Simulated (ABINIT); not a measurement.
Crystal: Ta.

```xyz
1
Lattice="-1.6513 1.6513 1.6513 1.6513 -1.6513 1.6513 1.6513 1.6513 -1.6513" Properties=species:S:1:pos:R:3 pbc="T T T"
Ta    0.0000    0.0000    0.0000
```

Base run:

```yaml
Program: ABINIT 10.8.3 (patched build)
Functional: BP86
Potentials_or_basis: JTH PAW PBE v2.0
Cutoff: 517 eV
k_mesh: 11 × 11 × 11
Occupations: fermi-dirac, width 0.05 eV
Spin: spin-orbit coupling, no magnetisation
```

Its results: band gap on the k mesh none (metal or under the smearing width); pressure 2.1 GPa.

Question: The run is repeated on the same cell with these changes: functional from BP86 to rPW86PBE. What comes out?

Answer: Band gap on the k mesh none (metal or under the smearing width); pressure 9.8 GPa.

Caveats: the PAW data sets were made with another functional, which shifts forces and pressure a little.

Not every run made on this cell is shown here.
